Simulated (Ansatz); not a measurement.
Here is an Ansatz 0.2.0 calculation.

Contents of input.yaml:

```yaml
crystal:
  lattice:
    - [-2.2398720668, 2.2398720668, 2.2398720668]
    - [2.2398720668, -2.2398720668, 2.2398720668]
    - [2.2398720668, 2.2398720668, -2.2398720668]
  atoms:
    - { symbol: Eu, position: [0.0, 0.0, 0.0], spin: 7.0 }
hamiltonian:
  xc: pbe
  pseudopotentials: { kind: paw }
  hubbard:
    sites: [{ species: Eu, l: f, u_eff: 6.0 }]
    projectors: all-electron-ortho-atomic
    double_counting: fll
  dispersion: d4
magnetization:
  spin_polarized: true
kpoints:
  mp_grid: { grid: [8, 8, 8] }
scf:
  occupations: { method: tetrahedron }
  n_extra_bands: 12
  initial_density: { chi_scale: 0.1 }
output:
  optics: { e_range: [0, 14], sigma: 0.05, nscf_kmesh: { grid: [11, 11, 11] } }
basis:
  xc_grid: 1
```

Potentials or basis: Ansatz PAW.

Launch:

```bash
$ ansatz run input.yaml --threads 1 --pin off --max-ram 2560MiB --backend cpu --events-out ev --progress --plain --runs-dir out
```

Task: What does it give for the band gap on the k mesh?

Result: None (metal or under the smearing width).

Task: Estimate the site moments.

Result: Eu +7.09 μB.

Task: What does it give for the absolute moment?

Result: 7.27 μB per cell.

Eigenvalues of the final occupation matrices:
| site | spin | trace | eigenvalues |
| --- | --- | --- | --- |
| site 1 | 1 | 6.98 | 1.00 1.00 1.00 1.00 1.00 1.00 1.00 |
| site 1 | 2 | 0.00 | 0.00 0.00 0.00 0.00 0.00 0.00 0.00 |

Caveat: the magnetic or orbital state may not be the lowest; spin-orbit coupling is left out, which moves the levels of the heavy elements. The state reached can hang on the start; a lower one may exist.
